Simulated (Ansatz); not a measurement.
# Transmission past a defect: Pt wire along [111], 6 atoms a period, F placed on top of one Pt, part 3 of 4

What does the defect do to the conductance?

Ansatz 0.2.0; DFT PBE, plane waves, PAW; relaxation of a wire's period (the session's first sound run).

So far, conductance of the lead as this run defines it (G₀): step 3 (the wire at its relaxed period) 1.51.

## 4. Relaxing the junction

This step: DFT PBE, plane waves, PAW; relaxation of a junction in a wire, ends held (Ansatz 0.2.0).

System of this step: Pt wire along [111], 6 atoms a period, F placed on top of one Pt. The cell holds 25 atoms: 24 Pt and 1 F. Cell: a = 9.607 Å, b = 10.041 Å, c = 25.353 Å, α = 90.0°, β = 90.0°, γ = 90.0°. Regions: held atoms, 12 atoms (12 Pt); free atoms, 13 atoms (12 Pt and 1 F). Vacuum lies along a and b. The structure's axis is c.

13 atoms at the defect are free to relax, while 12 stay where the perfect wire has them, so that the ends still repeat as a lead. The cutoff is set under the files' recommended one to save time.

input.yaml

```yaml
crystal:
  lattice:
    - [9.607, 0.0, 0.0]
    - [0.0, 10.041, 0.0]
    - [0.0, 0.0, 25.3532253553]
  atoms:
    - { symbol: Pt, position: [0.370412987, 0.500024471, 0.0], spin: 0.39 }
    - { symbol: Pt, position: [0.635697479, 0.500024471, 0.0], spin: 0.33 }
    - { symbol: Pt, position: [0.505217304, 0.427635041, 0.083378194], spin: 0.35 }
    - { symbol: Pt, position: [0.637863389, 0.648013095, 0.083251005], spin: 0.4 }
    - { symbol: Pt, position: [0.505217304, 0.572413901, 0.166621806], spin: 0.35 }
    - { symbol: Pt, position: [0.637863389, 0.352035847, 0.166748995], spin: 0.4 }
    - { symbol: Pt, position: [0.370412987, 0.500024471, 0.25], spin: 0.39 }
    - { symbol: Pt, position: [0.635697479, 0.500024471, 0.25], spin: 0.33 }
    - { symbol: Pt, position: [0.505217304, 0.427635041, 0.333378194], spin: 0.35 }
    - { symbol: Pt, position: [0.637863389, 0.648013095, 0.333251005], spin: 0.4 }
    - { symbol: Pt, position: [0.505217304, 0.572413901, 0.416621806], spin: 0.35 }
    - { symbol: Pt, position: [0.637863389, 0.352035847, 0.416748995], spin: 0.4 }
    - { symbol: Pt, position: [0.370412987, 0.500024471, 0.5], spin: 0.39 }
    - { symbol: Pt, position: [0.635697479, 0.500024471, 0.5], spin: 0.33 }
    - { symbol: Pt, position: [0.505217304, 0.427635041, 0.583378194], spin: 0.35 }
    - { symbol: Pt, position: [0.637863389, 0.648013095, 0.583251005], spin: 0.4 }
    - { symbol: Pt, position: [0.505217304, 0.572413901, 0.666621806], spin: 0.35 }
    - { symbol: Pt, position: [0.637863389, 0.352035847, 0.666748995], spin: 0.4 }
    - { symbol: Pt, position: [0.370412987, 0.500024471, 0.75], spin: 0.39 }
    - { symbol: Pt, position: [0.635697479, 0.500024471, 0.75], spin: 0.33 }
    - { symbol: Pt, position: [0.505217304, 0.427635041, 0.833378194], spin: 0.35 }
    - { symbol: Pt, position: [0.637863389, 0.648013095, 0.833251005], spin: 0.4 }
    - { symbol: Pt, position: [0.505217304, 0.572413901, 0.916621806], spin: 0.35 }
    - { symbol: Pt, position: [0.637863389, 0.352035847, 0.916748995], spin: 0.4 }
    - { symbol: F, position: [0.16951781, 0.500058122, 0.25], spin: 0.4 }
magnetization:
  spin_polarized: true
kpoints:
  mp_grid: { grid: [1, 1, 1] }
scf:
  occupations: { method: fermi_dirac, width: 0.1 }
hamiltonian:
  xc: pbe
relax:
  constraints: [{ sites: [0, 1, 2, 3, 4, 5, 18, 19, 20, 21, 22, 23] }]
  f_tol: 0.06
  max_steps: 35
basis:
  ecutwfc: "350 eV"
```

Command:

```bash
ansatz run input.yaml --threads 8 --pin off --max-ram 16384MiB --backend cpu --events-out ev --progress --plain --runs-dir out
```

Numbers of over 12 decimals in the logs are rounded to 6 here.

Log:

```text
[...]
Crystal: 25 atoms, lattice volume = 2445.671 Å³
Basis set: ecut = 350 eV, 36359 PW (Γ), exchange–correlation on 120×128×320 points (8 copies of the dense FFT grid, shifted against one another)
Bands: 269, of which v1, the nominal top of the filled ones, is band 220 counted from 1 (219 counted from 0)
Symmetry: 1 space group operations
[...]
k-points: 1
[...]
Starting moments: Σ|m| = 9.28 μB on 25 of 25 sites
[...]
SCF iter   1: F=—  HF=-301317.456156 eV  |F-HF|=—  |Δ(HF+E_count)|=         —  Δρ=1.80e-2 (↑1.42e-2 ↓1.80e-2)  dr2=2.55e1  dr2_m=3.48e-1  M=6.504 μB ∫|m|=6.691 μB  β_m=0.30  ethr=3.10e-3  ⟨swp⟩=7.0  Hψ=2205  notcnv=0  defer=2
[...]
SCF iter  11: F=-301315.141067 eV  HF=-301315.141073 eV  |F-HF|=6.54e-6  |Δ(HF+E_count)|=   3.03e-6  Δρ=7.50e-6 (↑7.50e-6 ↓5.77e-6)  dr2=7.73e-6  dr2_m=5.59e-7  M=8.200 μB ∫|m|=8.606 μB  ethr=2.41e-9  ⟨swp⟩=1.0  Hψ=1454  notcnv=0
SCF 1 converged in 11 iterations: F = -301315.141067 eV  dr2 = 7.73e-6
[...]
relax step   1: F+E_penalty+E_count = -301315.14106695 eV  Δ(F+E_penalty+E_count) = +0.000e0 eV  max|allowed force component| = 3.387e-1 eV/Å  Δτ_max = 0.0000 Å  (11 SCF iters, dr2 threshold 9.00e-5 eV, accepted)
[...]
SCF iter   6: F=-301315.143849 eV  HF=-301315.143851 eV  |F-HF|=2.23e-6  |Δ(HF+E_count)|=   3.53e-6  Δρ=7.16e-6 (↑7.16e-6 ↓5.85e-6)  dr2=3.82e-6  dr2_m=6.42e-7  M=8.156 μB ∫|m|=8.563 μB  ethr=1.63e-9  ⟨swp⟩=2.0  Hψ=1577  notcnv=0
SCF 2 converged in 6 iterations: F = -301315.143849 eV  dr2 = 3.82e-6
[...]
relax step   2: F+E_penalty+E_count = -301315.14384898 eV  Δ(F+E_penalty+E_count) = -2.782e-3 eV  max|allowed force component| = 4.606e-1 eV/Å  Δτ_max = 0.0504 Å  (6 SCF iters, dr2 threshold 7.17e-6 eV, accepted)
SCF iter   1: F=—  HF=-301315.150049 eV  |F-HF|=—  |Δ(HF+E_count)|=         —  Δρ=5.10e-4 (↑4.06e-4 ↓5.10e-4)  dr2=7.14e-3  dr2_m=6.08e-4  M=8.169 μB ∫|m|=8.577 μB  β_m=0.65  ethr=1.62e-5  ⟨swp⟩=2.5  Hψ=981  notcnv=0  defer=42
[...]
SCF iter   5: F=-301315.149953 eV  HF=-301315.149954 eV  |F-HF|=7.26e-7  |Δ(HF+E_count)|=   8.99e-6  Δρ=6.35e-6 (↑6.15e-6 ↓6.35e-6)  dr2=2.78e-6  dr2_m=4.78e-7  M=8.176 μB ∫|m|=8.583 μB  ethr=2.33e-9  ⟨swp⟩=2.0  Hψ=1638  notcnv=0
SCF 3 converged in 5 iterations: F = -301315.149953 eV  dr2 = 2.78e-6
relax step   3: F+E_penalty+E_count = -301315.14995322 eV  Δ(F+E_penalty+E_count) = -6.104e-3 eV  max|allowed force component| = 8.094e-2 eV/Å  Δτ_max = 0.0221 Å  (5 SCF iters, dr2 threshold 1.33e-5 eV, accepted)
[... from here on, the SCF cycles and remarks between the steps are left out ...]
relax step   4: F+E_penalty+E_count = -301315.15221279 eV  Δ(F+E_penalty+E_count) = -2.260e-3 eV  max|allowed force component| = 3.947e-2 eV/Å  Δτ_max = 0.0542 Å  (8 SCF iters, accepted)
relax step   5: F+E_penalty+E_count = -301315.16390969 eV  Δ(F+E_penalty+E_count) = -1.170e-2 eV  max|allowed force component| = 2.070e-1 eV/Å  Δτ_max = 0.1962 Å  (12 SCF iters, accepted)
relax step   6: F+E_penalty+E_count = -301315.21915680 eV  Δ(F+E_penalty+E_count) = -5.525e-2 eV  max|allowed force component| = 3.927e-1 eV/Å  Δτ_max = 0.1951 Å  (9 SCF iters, dr2 threshold 1.02e-5 eV, accepted)
relax step   7: F+E_penalty+E_count = -301315.40126375 eV  Δ(F+E_penalty+E_count) = -1.821e-1 eV  max|allowed force component| = 5.325e-1 eV/Å  Δτ_max = 0.1924 Å  (8 SCF iters, dr2 threshold 1.00e-4 eV, accepted)
relax step   8: F+E_penalty+E_count = -301315.63113440 eV  Δ(F+E_penalty+E_count) = -2.299e-1 eV  max|allowed force component| = 4.111e-1 eV/Å  Δτ_max = 0.2000 Å  (9 SCF iters, dr2 threshold 1.00e-4 eV, accepted)
relax step   9: F+E_penalty+E_count = -301315.86910480 eV  Δ(F+E_penalty+E_count) = -2.380e-1 eV  max|allowed force component| = 5.376e-1 eV/Å  Δτ_max = 0.1950 Å  (7 SCF iters, dr2 threshold 1.00e-4 eV, accepted)
relax step  10: F+E_penalty+E_count = -301316.19679322 eV  Δ(F+E_penalty+E_count) = -3.277e-1 eV  max|allowed force component| = 4.540e-1 eV/Å  Δτ_max = 0.2000 Å  (8 SCF iters, dr2 threshold 1.00e-4 eV, accepted)
relax step  11: F+E_penalty+E_count = -301316.27358943 eV  Δ(F+E_penalty+E_count) = -7.680e-2 eV  max|allowed force component| = 7.841e-1 eV/Å  Δτ_max = 0.1922 Å  (7 SCF iters, dr2 threshold 1.00e-4 eV, accepted)
relax step  12: F+E_penalty+E_count = -301316.34322451 eV  Δ(F+E_penalty+E_count) = -6.964e-2 eV  max|allowed force component| = 5.704e-1 eV/Å  Δτ_max = 0.2000 Å  (7 SCF iters, dr2 threshold 1.00e-4 eV, accepted)
relax step  13: F+E_penalty+E_count = -301316.40291397 eV  Δ(F+E_penalty+E_count) = -5.969e-2 eV  max|allowed force component| = 2.103e-1 eV/Å  Δτ_max = 0.1950 Å  (7 SCF iters, dr2 threshold 1.00e-4 eV, accepted)
relax step  14: F+E_penalty+E_count = -301316.46584237 eV  Δ(F+E_penalty+E_count) = -6.293e-2 eV  max|allowed force component| = 4.075e-1 eV/Å  Δτ_max = 0.2000 Å  (10 SCF iters, dr2 threshold 6.01e-6 eV, accepted)
relax step  15: F+E_penalty+E_count = -301316.55181858 eV  Δ(F+E_penalty+E_count) = -8.598e-2 eV  max|allowed force component| = 4.705e-1 eV/Å  Δτ_max = 0.1951 Å  (10 SCF iters, dr2 threshold 2.26e-5 eV, accepted)
relax step  16: F+E_penalty+E_count = -301316.64040986 eV  Δ(F+E_penalty+E_count) = -8.859e-2 eV  max|allowed force component| = 6.459e-1 eV/Å  Δτ_max = 0.1951 Å  (11 SCF iters, dr2 threshold 1.00e-4 eV, accepted)
relax step  17: F+E_penalty+E_count = -301316.78095433 eV  Δ(F+E_penalty+E_count) = -1.405e-1 eV  max|allowed force component| = 1.952e-1 eV/Å  Δτ_max = 0.1949 Å  (9 SCF iters, dr2 threshold 1.00e-4 eV, accepted)
relax step  18: F+E_penalty+E_count = -301316.85811118 eV  Δ(F+E_penalty+E_count) = -7.716e-2 eV  max|allowed force component| = 2.526e-1 eV/Å  Δτ_max = 0.1949 Å  (15 SCF iters, accepted)
relax step  19: F+E_penalty+E_count = -301316.93972165 eV  Δ(F+E_penalty+E_count) = -8.161e-2 eV  max|allowed force component| = 2.647e-1 eV/Å  Δτ_max = 0.1942 Å  (9 SCF iters, dr2 threshold 5.83e-6 eV, accepted)
relax step  20: F+E_penalty+E_count = -301317.05254485 eV  Δ(F+E_penalty+E_count) = -1.128e-1 eV  max|allowed force component| = 2.548e-1 eV/Å  Δτ_max = 0.1951 Å  (7 SCF iters, dr2 threshold 7.01e-5 eV, accepted)
relax step  21: F+E_penalty+E_count = -301317.19679662 eV  Δ(F+E_penalty+E_count) = -1.443e-1 eV  max|allowed force component| = 4.169e-1 eV/Å  Δτ_max = 0.1965 Å  (8 SCF iters, dr2 threshold 6.02e-5 eV, accepted)
relax step  22: F+E_penalty+E_count = -301317.33192160 eV  Δ(F+E_penalty+E_count) = -1.351e-1 eV  max|allowed force component| = 3.139e-1 eV/Å  Δτ_max = 0.1906 Å  (8 SCF iters, dr2 threshold 1.00e-4 eV, accepted)
relax step  23: F+E_penalty+E_count = -301317.42965964 eV  Δ(F+E_penalty+E_count) = -9.774e-2 eV  max|allowed force component| = 2.598e-1 eV/Å  Δτ_max = 0.1940 Å  (8 SCF iters, dr2 threshold 5.59e-5 eV, accepted)
relax step  24: F+E_penalty+E_count = -301317.50646602 eV  Δ(F+E_penalty+E_count) = -7.681e-2 eV  max|allowed force component| = 1.362e-1 eV/Å  Δτ_max = 0.2000 Å  (7 SCF iters, dr2 threshold 3.83e-5 eV, accepted)
relax step  25: F+E_penalty+E_count = -301317.56093730 eV  Δ(F+E_penalty+E_count) = -5.447e-2 eV  max|allowed force component| = 1.649e-1 eV/Å  Δτ_max = 0.1934 Å  (10 SCF iters, dr2 threshold 5.09e-6 eV, accepted)
relax step  26: F+E_penalty+E_count = -301317.59953660 eV  Δ(F+E_penalty+E_count) = -3.860e-2 eV  max|allowed force component| = 1.903e-1 eV/Å  Δτ_max = 0.1944 Å  (10 SCF iters, dr2 threshold 7.47e-6 eV, accepted)
relax step  27: F+E_penalty+E_count = -301317.62951496 eV  Δ(F+E_penalty+E_count) = -2.998e-2 eV  max|allowed force component| = 1.479e-1 eV/Å  Δτ_max = 0.1923 Å  (7 SCF iters, dr2 threshold 3.62e-5 eV, accepted)
relax step  28: F+E_penalty+E_count = -301317.64567762 eV  Δ(F+E_penalty+E_count) = -1.616e-2 eV  max|allowed force component| = 1.668e-1 eV/Å  Δτ_max = 0.1979 Å  (10 SCF iters, dr2 threshold 1.32e-5 eV, accepted)
relax step  29: F+E_penalty+E_count = -301317.65632303 eV  Δ(F+E_penalty+E_count) = -1.065e-2 eV  max|allowed force component| = 1.663e-1 eV/Å  Δτ_max = 0.1709 Å  (7 SCF iters, dr2 threshold 1.68e-5 eV, accepted)
relax step  30: F+E_penalty+E_count = -301317.63557285 eV  Δ(F+E_penalty+E_count) = +2.075e-2 eV  max|allowed force component| = 3.417e-1 eV/Å  Δτ_max = 0.2000 Å  (9 SCF iters, dr2 threshold 2.75e-5 eV, rejected (line search))
relax step  31: F+E_penalty+E_count = -301317.66475165 eV  Δ(F+E_penalty+E_count) = -8.429e-3 eV  max|allowed force component| = 6.952e-2 eV/Å  Δτ_max = 0.1000 Å  (13 SCF iters, accepted)
relax step  32: F+E_penalty+E_count = -301317.66502204 eV  Δ(F+E_penalty+E_count) = -2.704e-4 eV  max|allowed force component| = 1.220e-1 eV/Å  Δτ_max = 0.1000 Å  (13 SCF iters, accepted)
SCF iter   1: F=—  HF=-301317.688148 eV  |F-HF|=—  |Δ(HF+E_count)|=         —  Δρ=1.37e-3 (↑1.37e-3 ↓9.96e-4)  dr2=7.82e-2  dr2_m=3.70e-3  M=4.914 μB ∫|m|=5.210 μB  β_m=0.65  ethr=1.68e-4  ⟨swp⟩=4.0  Hψ=1131  notcnv=0  defer=40
[...]
SCF iter  12: F=-301317.669581 eV  HF=-301317.669581 eV  |F-HF|=5.76e-9  |Δ(HF+E_count)|=   4.89e-9  Δρ=3.45e-7 (↑3.45e-7 ↓2.77e-7)  dr2=8.14e-9  dr2_m=1.35e-9  M=4.889 μB ∫|m|=5.186 μB  ethr=5.24e-12  ⟨swp⟩=1.0  Hψ=1460  notcnv=0
SCF 33 converged in 12 iterations: F = -301317.669581 eV  dr2 = 8.14e-9
relax step  33: F+E_penalty+E_count = -301317.66958052 eV  Δ(F+E_penalty+E_count) = -4.558e-3 eV  max|allowed force component| = 3.919e-2 eV/Å  Δτ_max = 0.0736 Å  (12 SCF iters, accepted)
SCF converged after 12 iterations
Magnetization: 4.8890 μB (221.9445 up, 217.0555 down)
Absolute magnetization: 5.1880 μB (∫|ρ↑−ρ↓|, with the PAW one-centre terms)
[...]
Per-site moments (μB) at R_I (Å): [(0.307507, 1.051293), (0.263787, 1.051293), (0.272530, 1.053329), (0.327275, 1.053329), (0.217652, 1.046679), (0.267264, 1.046358), (0.031474, 0.791286), (0.084009, 1.026619), (0.055690, 1.032041), (0.075312, 1.024938), (0.025176, 1.030604), (0.027508, 1.024938), (-0.00820559, 1.004664), (0.00280776, 1.031114), (0.010498, 1.030226), (0.0085496, 1.004664), (0.064939, 1.012181), (0.062223, 1.030226), (0.275651, 1.051293), (0.255199, 1.038971), (0.296297, 1.053329), (0.344262, 1.053329), (0.293398, 1.053329), (0.335125, 1.053329), (0.00266859, 0.791286)]
Free energy (F): -301317.669581 eV
[...]
Internal energy: -301316.206933 eV  (E = F + TS)
E sigma→0 (E₀):  -301316.938257 eV
Entropy (-TS):   -1.462647 eV (-58.506 meV/atom)
Fermi energy:    -1.105442 eV
[...]
--- Forces (eV/Å), atoms counted from 1 ---
  atom   1  Pt     0.00271696     0.00957162     0.00238572
  atom   2  Pt     0.01897770     0.04723472    -0.00681672
  atom   3  Pt     0.09464477    -0.03283647     0.07771950
  atom   4  Pt    -0.03163937    -0.25510063    -0.03047182
  atom   5  Pt     0.17169367     0.15862128     0.46028830
  atom   6  Pt    -0.27844913     0.03149911    -0.08597830
  atom   7  Pt     0.02681504    -0.01511720    -0.00303042
  atom   8  Pt    -0.00044432     0.00509593     0.00184641
  atom   9  Pt     0.00728148     0.00798697     0.00413174
  atom  10  Pt    -0.01735403    -0.00935109     0.00961304
  atom  11  Pt    -0.00110903    -0.01253366     0.02708264
  atom  12  Pt     0.01113983     0.01270447    -0.00320074
  atom  13  Pt     0.02989134     0.00048818    -0.00367156
  atom  14  Pt    -0.03919385    -0.01704646    -0.00045947
  atom  15  Pt    -0.01405448     0.02255490     0.00343548
  atom  16  Pt     0.00149719    -0.00470266     0.01185263
  atom  17  Pt    -0.00841350    -0.00615661    -0.01118466
  atom  18  Pt    -0.00479902    -0.00185529    -0.01277774
  atom  19  Pt    -0.08079876    -0.16862942    -0.06099045
  atom  20  Pt     0.33586771     0.18585659    -0.18896564
  atom  21  Pt    -0.02419390     0.04038415    -0.15099683
  atom  22  Pt    -0.16939084    -0.11268312    -0.06941206
  atom  23  Pt    -0.00896490     0.04744590    -0.00338578
  atom  24  Pt     0.00429489     0.06091202     0.03544268
  atom  25  F     -0.02601522     0.00569524    -0.00244932
  max |Σ_I F_I| component: 3.85e-5 eV/Å
--- Relaxed structure (33 steps of the walk, 32 accepted, 0 SCFs on fresh bases) ---
  F+E_penalty+E_count = -301317.66958052 eV   max|allowed force component| = 3.919e-2 eV/Å
  atoms:
    - { symbol: Pt, position: [0.370413, 0.500024471, 0.0] }
    - { symbol: Pt, position: [0.635697479, 0.500024471, 0.0] }
    - { symbol: Pt, position: [0.505217304, 0.427635041, 0.083378194] }
    - { symbol: Pt, position: [0.637863, 0.648013095, 0.083251005] }
    - { symbol: Pt, position: [0.505217304, 0.572413901, 0.166621806] }
    - { symbol: Pt, position: [0.637863, 0.352035847, 0.166748995] }
    - { symbol: Pt, position: [0.405970, 0.577988, 0.259343] }
    - { symbol: Pt, position: [0.662369, 0.503936, 0.246152] }
    - { symbol: Pt, position: [0.557389, 0.551323, 0.340312] }
    - { symbol: Pt, position: [0.821690, 0.580805, 0.317319] }
    - { symbol: Pt, position: [0.521885, 0.623457, 0.433806] }
    - { symbol: Pt, position: [0.758707, 0.515280, 0.408761] }
    - { symbol: Pt, position: [0.469763, 0.552941, 0.526224] }
    - { symbol: Pt, position: [0.730200, 0.584273, 0.503044] }
    - { symbol: Pt, position: [0.666606, 0.463252, 0.585765] }
    - { symbol: Pt, position: [0.313257, 0.576223, 0.601233] }
    - { symbol: Pt, position: [0.498305, 0.501443, 0.661009] }
    - { symbol: Pt, position: [0.723487, 0.363919, 0.673468] }
    - { symbol: Pt, position: [0.370413, 0.500024471, 0.75] }
    - { symbol: Pt, position: [0.635697479, 0.500024471, 0.75] }
    - { symbol: Pt, position: [0.505217304, 0.427635041, 0.833378] }
    - { symbol: Pt, position: [0.637863, 0.648013095, 0.833251] }
    - { symbol: Pt, position: [0.505217304, 0.572413901, 0.916621806] }
    - { symbol: Pt, position: [0.637863, 0.352035847, 0.916748995] }
    - { symbol: F, position: [0.212024, 0.614239, 0.270189] }
```

Elapsed: 7.9 min, on 8 threads of Arm Neoverse V1, shared host; peak memory 2.9 GiB; 59 min of CPU time.

The steps of the relaxation (22 of 33):

```tsv
step	energy less that of the first step (eV)	largest force component (eV/Å)
1	0.0000	0.3387
3	-0.0089	0.0809
4	-0.0111	0.0395
6	-0.0781	0.3927
7	-0.2602	0.5325
9	-0.7280	0.5376
10	-1.0557	0.4540
12	-1.2022	0.5704
13	-1.2618	0.2103
15	-1.4108	0.4705
16	-1.4993	0.6459
18	-1.7170	0.2526
19	-1.7987	0.2647
21	-2.0557	0.4169
22	-2.1909	0.3139
24	-2.3654	0.1362
25	-2.4199	0.1649
27	-2.4884	0.1479
28	-2.5046	0.1668
30	-2.4945	0.3417
31	-2.5237	0.0695
33	-2.5285	0.0392
```

Relaxation step 30 was tried and not accepted.

The atoms that moved most (Å):

```tsv
atom	dx	dy	dz	length
Pt16	-3.118	-0.721	0.456	3.233
Pt12	1.161	1.639	-0.203	2.019
Pt10	1.766	-0.675	-0.404	1.933
Pt15	1.550	0.358	0.061	1.592
Pt9	0.501	1.242	0.176	1.351
F25	0.408	1.146	0.512	1.320
Pt13	0.954	0.531	0.665	1.279
Pt14	0.908	0.846	0.077	1.243
```

Final coordinates:

```cif
data_structure
_symmetry_space_group_name_H-M 'P 1'
_symmetry_Int_Tables_number 1
_cell_length_a 9.6070
_cell_length_b 10.0410
_cell_length_c 25.3532
_cell_angle_alpha 90.000
_cell_angle_beta 90.000
_cell_angle_gamma 90.000
_cell_volume 2445.67
loop_
_atom_site_label
_atom_site_type_symbol
_atom_site_fract_x
_atom_site_fract_y
_atom_site_fract_z
_atom_site_occupancy
Pt1 Pt 0.37041 0.50002 0.00000 1
Pt2 Pt 0.63570 0.50002 0.00000 1
Pt3 Pt 0.50522 0.42764 0.08338 1
Pt4 Pt 0.63786 0.64801 0.08325 1
Pt5 Pt 0.50522 0.57241 0.16662 1
Pt6 Pt 0.63786 0.35204 0.16675 1
Pt7 Pt 0.40597 0.57799 0.25934 1
Pt8 Pt 0.66237 0.50394 0.24615 1
Pt9 Pt 0.55739 0.55132 0.34031 1
Pt10 Pt 0.82169 0.58080 0.31732 1
Pt11 Pt 0.52189 0.62346 0.43381 1
Pt12 Pt 0.75871 0.51528 0.40876 1
Pt13 Pt 0.46976 0.55294 0.52622 1
Pt14 Pt 0.73020 0.58427 0.50304 1
Pt15 Pt 0.66661 0.46325 0.58576 1
Pt16 Pt 0.31326 0.57622 0.60123 1
Pt17 Pt 0.49831 0.50144 0.66101 1
Pt18 Pt 0.72349 0.36392 0.67347 1
Pt19 Pt 0.37041 0.50002 0.75000 1
Pt20 Pt 0.63570 0.50002 0.75000 1
Pt21 Pt 0.50522 0.42764 0.83338 1
Pt22 Pt 0.63786 0.64801 0.83325 1
Pt23 Pt 0.50522 0.57241 0.91662 1
Pt24 Pt 0.63786 0.35204 0.91675 1
F25 F 0.21202 0.61424 0.27019 1
```

Numbers from this step:

| Quantity | Value |
| --- | --- |
| energy at zero smearing | -301316.9383 eV |
| total moment | 4.889 μB |
| absolute moment | 5.188 μB |

Site moment by element, in μB:

```tsv
element	atoms	mean	spread (r.m.s.)	least	largest
Pt	24	0.162	0.130	-0.008	0.344
F	1	0.003	0.000	0.003	0.003
```

The atoms farthest from the mean of their element:

```tsv
atom	x, y, z (Å)	site moment (μB)
Pt22	6.13, 6.51, 21.13	0.344
Pt24	6.13, 3.53, 23.24	0.335
Pt13	4.51, 5.55, 13.34	-0.008
Pt4	6.13, 6.51, 2.11	0.327
Pt14	7.02, 5.87, 12.75	0.003
Pt16	3.01, 5.79, 15.24	0.009
Pt15	6.40, 4.65, 14.85	0.010
Pt1	3.56, 5.02, 0.00	0.308
```

The largest force component on a free atom ends at 0.039 eV/Å, under the limit of 0.06. F ends nearest to Pt at 1.92 Å. 11 atoms of the wire itself, hydrogen apart, moved by over 0.45 Å, up to 3.23 Å.

[end of part 3 of 4]

[Logs are printed without paths, hosts, clocks, repeated set-up lines and the standing remarks that a program may print on its own settings, such as how far it seeks lower states.]

[Hosts, paths, dates, database ids (printed as entryN), source tags and the programs' standing remarks are cut or masked in the printed files.]
